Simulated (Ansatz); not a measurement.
A run of Ansatz 0.2.0 is set up as follows.

The input input.yaml:

```yaml
crystal:
  lattice:
    - [3.122402, 0.0, 0.0]
    - [0.0, 4.347518, 0.0]
    - [-0.038915, 0.0, 4.405852]
  atoms:
    - { symbol: Sb, position: [0.011389, 0.25, 0.241166] }
    - { symbol: Sb, position: [0.988611, 0.75, 0.758834] }
hamiltonian:
  xc: pbe
  pseudopotentials: { kind: paw }
  dispersion: d3bjatm
kpoints:
  mp_grid: { grid: [9, 6, 6] }
scf:
  occupations: { method: fermi_dirac, width: 0.05 }
output:
  forces: true
  stress: true
  eigenvalues: true
relax:
  f_tol: 0.01
  max_steps: 40
  cell: { stress_tol: 0.05 }
```

Potentials or basis: Ansatz PAW.

Command:

```sh
$ ansatz run input.yaml --threads 2 --pin off --max-ram 5632MiB --backend cpu --events-out ev --progress --plain --runs-dir out
```

Q: Predict the band gap on the k mesh.

A: None (metal or under the smearing width).

Q: Predict the relaxed volume.

A: 28.75 Å³/atom.

Q: What does it give for the space group after relaxing (to 0.05 Å)?

A: Cmmm (No. 65).

Q: What does it give for the relaxed cell?

A: a = 3.078 Å, b = 4.304 Å, c = 4.340 Å, α = 90.00°, β = 90.03°, γ = 90.00°.

Final structure:
```cif
data_structure
_symmetry_space_group_name_H-M 'P 1'
_symmetry_Int_Tables_number 1
_cell_length_a 3.0776
_cell_length_b 4.3042
_cell_length_c 4.3402
_cell_angle_alpha 90.000
_cell_angle_beta 90.026
_cell_angle_gamma 90.000
_cell_volume 57.49
loop_
_atom_site_label
_atom_site_type_symbol
_atom_site_fract_x
_atom_site_fract_y
_atom_site_fract_z
_atom_site_occupancy
Sb1 Sb 0.00031 0.25000 0.24993 1
Sb2 Sb 0.99969 0.75000 0.75007 1
```

Caveat: pairwise dispersion overbinds metals, which lowers pressure and volume. Spin-orbit coupling is left out, which matters for the levels of Sb.
